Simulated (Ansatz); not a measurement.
Task: a calculation of the elastic constants of ZrO2, space group P4_2/nmc, with the Ansatz DFT code, driven from Python. Give the script and its output. Settings: PBEsol, PAW, the default cutoff (420 eV here), 6×6×6 k-points, fixed occupations.

```xyz
6
Lattice="3.5961 0.0000 0.0000 0.0000 3.5961 0.0000 0.0000 0.0000 5.1770" Properties=species:S:1:pos:R:3 pbc="T T T"
Zr    0.0000    0.0000    0.0000
Zr    1.7980    1.7980    2.5885
O     0.0000    1.7980    1.0509
O     0.0000    1.7980    3.6394
O     1.7980    0.0000    1.5376
O     1.7980    0.0000    4.1261
```

`zro2_elastic.py`
```python
"""Stiffness tensor and moduli of ZrO2."""

import warnings

import ansatz as az
import numpy as np

warnings.simplefilter("ignore", az.DeckWarning)

lattice = az.Lattice.of(
    (3.5961, 0.0, 0.0),
    (0.0, 3.5961, 0.0),
    (0.0, 0.0, 5.177),
)
sites = [
    ("Zr", (0.0, 0.0, 0.0)),
    ("Zr", (0.5, 0.5, 0.5)),
    ("O", (0.0, 0.5, 0.203)),
    ("O", (0.0, 0.5, 0.703)),
    ("O", (0.5, 0.0, 0.297)),
    ("O", (0.5, 0.0, 0.797)),
]
cell = az.Crystal(lattice=lattice)
for symbol, position in sites:
    cell = cell.atom(symbol, position)

calculation = (
    cell.calculation()
    .functional(az.Functional.PBESOL)
    .scf(tolerance=1e-09)
    .occupations("fixed")
    .pseudopotentials("paw")
    .kpoints(6, 6, 6)
)
done = calculation.elastic(az.ElasticMode.RELAXED_ION, amplitude=0.003).run(threads=1, pin="off")
elastic = done.elastic

print(np.array2string(np.round(elastic.c_gpa, 1) + 0.0, suppress_small=True))
print("Voigt stress of the unstrained cell (GPa, tension positive):", np.round(elastic.sigma0_gpa, 3) + 0.0)
print("smallest eigenvalue of C:", round(elastic.stability.min_eigenvalue_gpa, 1), "GPa; tensor positive definite:", elastic.stability.min_eigenvalue_gpa > 0)
# averaged moduli need a positive definite tensor
if elastic.stability.min_eigenvalue_gpa > 0:
    for name, value in elastic.moduli.to_plain().items():
        print(f"{name:14s} {value:9.3f}")
```

`python zro2_elastic.py` gives:
```text
[[361.6 218.5  59.5   0.    0.    0. ]
 [218.5 361.6  59.5   0.    0.    0. ]
 [ 61.2  61.2 301.9   0.    0.    0. ]
 [  0.    0.    0.   27.9   0.    0. ]
 [  0.    0.    0.    0.   27.9   0. ]
 [  0.    0.    0.    0.    0.  167.6]]
Voigt stress of the unstrained cell (GPa, tension positive): [1.902 1.902 0.403 0.    0.    0.   ]
smallest eigenvalue of C: 27.9 GPa; tensor positive definite: True
k_voigt_gpa      189.274
k_reuss_gpa      178.079
k_hill_gpa       183.677
g_voigt_gpa       90.424
g_reuss_gpa       50.875
g_hill_gpa        70.649
youngs_gpa       187.862
poisson            0.330
```

Reading the output:
- No spin polarisation was allowed.
- Under fixed occupations the level called the Fermi level is the highest filled one on the SCF mesh; off the mesh a filled band can lie a little above it.
- A positive definite tensor excludes instabilities under uniform strain alone; phonons elsewhere in the zone can still be imaginary.
- The program warned that this SCF threshold is loose for forces or stresses.
- This is a high-temperature or high-pressure form, not the ambient phase.
- The cell stands under an uneven stress, so these stress-strain coefficients aren't symmetric, and eigenvalues smaller than that stress decide nothing.
- The structure is a deposited one; some such entries were measured under pressure or heat, so a shift against it needn't be the functional's error alone.
- The constants belong to the cell that was strained; where it wasn't relaxed first it may be under stress.
- The script silences the warnings on its input, which a real study should read.
- Finished in 3.2 min on 1 thread of Intel(R) Xeon(R) 6975P-C (Granite Rapids), on a shared host, peak memory 0.54 GiB.

(A comment or docstring line of the script was reworded after the run, the code is as it ran.)
